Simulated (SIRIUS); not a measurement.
MnO:

```
CELL_PARAMETERS angstrom
0.00000 2.22391 2.22391
2.22391 0.00000 2.22391
2.22391 2.22391 0.00000
ATOMIC_POSITIONS crystal
Mn 0.00000 0.00000 0.00000
O 0.50000 0.50000 0.50000
```

The cell is a database's computed one.

Base run:

* Program: SIRIUS 7.10.0
* Functional: PW91
* Potentials or basis: PseudoDojo 0.4.1 PBE standard (scalar relativistic)
* Cutoff: 1307 eV
* Density cutoff: 5227 eV
* k mesh: 7 × 7 × 7
* Occupations: fermi-dirac, width 0.05 eV
* Spin: collinear spin, ferromagnetic start
* Starting moments: [4.0, 0.0] μB

Its results: band gap on the k mesh none (metal or under the smearing width); pressure -0.4 GPa; net moment 4.81 μB per cell.

The run is repeated on the same cell with these changes: functional from PW91 to PBE; libxc names from ["XC_GGA_X_PW91", "XC_GGA_C_PW91"] to ["XC_GGA_X_PBE", "XC_GGA_C_PBE"]. What comes out?

Band gap on the k mesh none (metal or under the smearing width); pressure 0.3 GPa; net moment 4.82 μB per cell.

Caveats: a cell with one magnetic atom can't hold antiferromagnetic order, which such compounds often take; semilocal functionals often make such compounds metallic where correlation or magnetic order opens a gap, which also shifts bond lengths; the potentials were made for another functional, which shifts forces and pressure (some runs).

Not every run made on this cell is shown here.
